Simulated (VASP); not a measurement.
Input of a VASP 6.6.1 run:

Contents of INCAR:

```
PREC = Accurate
ENCUT = 520
EDIFF = 1E-6
ISMEAR = 0
SIGMA = 0.02
LREAL = False
LASPH = True
NELM = 100
ALGO = Normal
ISIF = 2
LWAVE = False
LCHARG = False
LMAXMIX = 4
```

KPOINTS

```
Automatic mesh
0
Gamma
  8 8 6
```

POSCAR

```
ZrS2
1.0
    3.6913825498      0.0000000000      0.0000000000
   -1.8456912749      3.1968310632      0.0000000000
    0.0000000000      0.0000000000      6.0410770100
Zr S
1 2
Direct
    0.0000000000      0.0000000000      0.0000000000
    0.3333333333      0.6666666667      0.2379099700
    0.6666666667      0.3333333333      0.7620900300
```

Contents of KPOINTS_OPT:

```
path GMKGALHA,LM,KH
20
line-mode
reciprocal
 0.0000000000  0.0000000000  0.0000000000  G
 0.5000000000  0.0000000000  0.0000000000  M

 0.5000000000  0.0000000000  0.0000000000  M
 0.3333333333  0.3333333333  0.0000000000  K

 0.3333333333  0.3333333333  0.0000000000  K
 0.0000000000  0.0000000000  0.0000000000  G

 0.0000000000  0.0000000000  0.0000000000  G
 0.0000000000  0.0000000000  0.5000000000  A

 0.0000000000  0.0000000000  0.5000000000  A
 0.5000000000  0.0000000000  0.5000000000  L

 0.5000000000  0.0000000000  0.5000000000  L
 0.3333333333  0.3333333333  0.5000000000  H

 0.3333333333  0.3333333333  0.5000000000  H
 0.0000000000  0.0000000000  0.5000000000  A

 0.5000000000  0.0000000000  0.5000000000  L
 0.5000000000  0.0000000000  0.0000000000  M

 0.3333333333  0.3333333333  0.0000000000  K
 0.3333333333  0.3333333333  0.5000000000  H
```

Potentials or basis: VASP PAW LDA potentials, release 64 (Zr_sv, S).

Command:

```sh
$ cat potpaw_LDA.64/Zr_sv/POTCAR potpaw_LDA.64/S/POTCAR > POTCAR
$ mpirun -np 1 vasp_std > vasp.out
```

(1) Estimate the band gap on the k mesh.

(2) Estimate the largest force.

(3) Predict the band gap along the path.

(4) Estimate the pressure.

Results:

(1) 0.91 eV, indirect (least direct gap 1.53 eV).

(2) 0.282 eV/Å.

(3) 0.90 eV, indirect (least direct gap 1.53 eV).

(4) -4.5 GPa.

**The experiment to reproduce.**

“Stress-Tuned Optical Transitions in Layered 1T-MX2 (M= Hf, Zr, Sn; X= S, Se) Crystals”, 2022, arxiv:2210.12074 quotes, for a bulk crystal of ZrS2: band gap 1.68 eV (indirect).

Against the measured gap of ZrS2, 1.68 eV (indirect; quoted in “Stress-Tuned Optical Transitions in Layered 1T-MX2 (M= Hf, Zr, Sn; X= S, Se) Crystals”, 2022, arxiv:2210.12074), the calculated 0.90 eV is off by -0.78 eV. Spin-orbit coupling on Zr is left out. The value is that of LDA, without temperature or zero-point motion. Semilocal functionals fall short of measured gaps as a rule. The cell is a database's relaxed one, not the measured one, which moves gaps too.
